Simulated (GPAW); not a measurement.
Se, 2 atoms in the cell. The typed cell holds 2 atoms: a = 3.407 Å, b = 3.407 Å, c = 3.407 Å, α = 90.00°, β = 90.00°, γ = 90.00°. This isn't the form of Se at room conditions, which is trigonal, of chains. The cell isn't the ideal one: a zone-boundary wave of random shape, sigma 0.1 Å.

* Program: GPAW 26.7.0
* Task: single point
* Functional: PBE
* Potentials or basis: GPAW PAW data sets (gpaw-data 1.2.1)
* Cutoff: 600 eV
* Basis: pw
* k mesh: 8 × 8 × 8
* Occupations: fermi-dirac, width 0.05 eV
* Spin: no spin polarisation
* Maxiter: 150

Potentials or basis: GPAW PAW data sets (gpaw-data 1.2.1), pw.

Run with:

```bash
$ OMP_NUM_THREADS=1 python run.py
```

Hardware: 1 thread of Intel(R) Xeon(R) Platinum 8488C (Sapphire Rapids) (shared host).

Task: How long does it take, and how much memory?

Result: Wall time 100 s on 1 thread of Intel(R) Xeon(R) Platinum 8488C (Sapphire Rapids), with other jobs on the host, peak memory 0.27 GiB. Counts: scf iterations 9, plane waves 1357, bands 14, k points 260.
